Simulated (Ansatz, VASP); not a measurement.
ZnS (Wurtzite-2H): VASP beside Ansatz

```
Zn S
1.0
     3.81100    0.00000    0.00000
    -1.90550    3.30042    0.00000
     0.00000    0.00000    6.23400
Zn S
2 2
Direct
  0.66667 0.33333 0.50000
  0.33333 0.66667 0.00000
  0.66667 0.33333 0.88500
  0.33333 0.66667 0.38500
```

Alike in both runs: task elastic constants; functional PBE; k mesh 6 × 6 × 4; no spin polarisation.

```csv
,VASP,Ansatz
version,VASP 6.6.1,Ansatz 0.2.0
potentials or method,"VASP PAW PBE potentials, release 64 (Zn, S)",Ansatz PAW
plane-wave cutoff (eV),600,420
occupations,"fermi-dirac, width 0.05 eV",fixed
valence electrons in the cell,36,36
```

|  | VASP | Ansatz | Ansatz less VASP |
| --- | --- | --- | --- |
| elastic constant that differs most (GPa) | 135 | 147 | +11.7 |
| Voigt bulk modulus (GPa) | 69 | 79 | +9.4 |
